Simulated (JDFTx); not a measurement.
The system is K.

```
K
1.0
    -2.69756    2.69756    2.69756
     2.69756   -2.69756    2.69756
     2.69756    2.69756   -2.69756
K
1
Direct
  0.00000 0.00000 0.00000
```

| Quantity | Value |
| --- | --- |
| Program | JDFTx 1.7.0 (patched build) |
| Task | relaxation of cell and atoms |
| Functional | PBE |
| Dispersion | D3 |
| Potentials or basis | PseudoDojo-SR-PBE-0.5-standard with smoothed tails |
| Cutoff | 1007 eV |
| Density cutoff | 4027 eV |
| k mesh | 7 × 7 × 7 |
| Occupations | fermi-dirac, width 0.05 eV |
| Spin | no spin polarisation |

At the start: pressure -0.4 GPa; volume 78.52 Å³/atom.

Problem. How do energy, volume and symmetry change on relaxing?

Solution. Over 6 steps the energy falls by 8.7 meV/atom and the volume is 71.26 Å³/atom (-9.2 %); space group Im-3m (No. 229, to 0.05 Å).

Step by step:
```csv
step,energy change (eV),largest force (eV/Å),pressure (GPa),volume (Å³)
1,0.0000,0.0000,-0.36,78.52
2,-0.0016,0.0000,-0.34,77.80
3,-0.0085,0.0000,0.08,70.06
4,-0.0087,0.0000,0.00,71.27
5,-0.0087,0.0000,0.00,71.26
6,-0.0087,0.0000,0.00,71.26
```

Final structure:
```
K
1.0
    -2.61173    2.61173    2.61173
     2.61173   -2.61173    2.61173
     2.61173    2.61173   -2.61173
K
1
Direct
  0.00000 0.00000 0.00000
```

Caveat: the plane waves are those of the starting cell, so after so large a change of volume the result is rough; pairwise dispersion overbinds metals, which lowers pressure and volume.
